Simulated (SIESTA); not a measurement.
A run of SIESTA 5.4.2:

Contents of MnO.fdf:

```
SystemName                      MnO
SystemLabel                     MnO
NumberOfSpecies                 2
NumberOfAtoms                   2
%block ChemicalSpeciesLabel
  1  25 Mn
  2   8 O
%endblock ChemicalSpeciesLabel

LatticeConstant                 1.0 Ang
%block LatticeVectors
     0.0000000000     2.2220003300     2.2220003300
     2.2220003300     0.0000000000     2.2220003300
     2.2220003300     2.2220003300     0.0000000000
%endblock LatticeVectors
AtomicCoordinatesFormat         Fractional
%block AtomicCoordinatesAndAtomicSpecies
     0.0000000000     0.0000000000     0.0000000000  1  Mn
     0.5000000000     0.5000000000     0.5000000000  2  O
%endblock AtomicCoordinatesAndAtomicSpecies

%block kgrid.MonkhorstPack
   10   0   0  0.0
    0  10   0  0.0
    0   0  10  0.0
%endblock kgrid.MonkhorstPack
XC.Functional                   GGA
XC.Authors                      PBE
PAO.BasisSize                   DZP
PAO.EnergyShift                 0.003 Ry
Mesh.Cutoff                     800 Ry
Spin                            polarized
%block DM.InitSpin
    1   4.000
    2   0.000
%endblock DM.InitSpin
Spin.Fix                        true
Spin.Total                      5.00
OccupationFunction              FD
ElectronicTemperature           0.05 eV
MaxSCFIterations                200
SCF.MustConverge                false
SCF.Mixer.Method                Pulay
SCF.Mixer.Weight                0.1
SCF.Mixer.History               10
SCF.DM.Tolerance                5.0e-05
SCF.H.Tolerance                 1.0e-03 eV
WriteForces                     true
Charge.Mulliken                 end
%block PAO.Basis
  Mn 5
  n=3 0 2
    2.732 0.000
  n=4 0 2
    7.626 0.000
  n=3 1 2
    3.070 0.000
  n=4 1 1
    7.626
  n=3 2 2
    5.108 0.000
%endblock PAO.Basis
```

Potentials or basis: PseudoDojo 0.4 standard (PBE files), DZP (energy shift 0.003 Ry; two zetas on semicore shells).

Run with:

```console
$ siesta < MnO.fdf > MnO.out 2>&1
```

Hardware: 1 thread of Intel(R) Xeon(R) 6975P-C (Granite Rapids), on a shared host.

Estimate the wall time of this run.

It took 65 s on 1 thread of Intel(R) Xeon(R) 6975P-C (Granite Rapids), with other jobs on the host, peak memory 0.28 GiB. Counts: scf iterations 15, k points 560, bands 36.
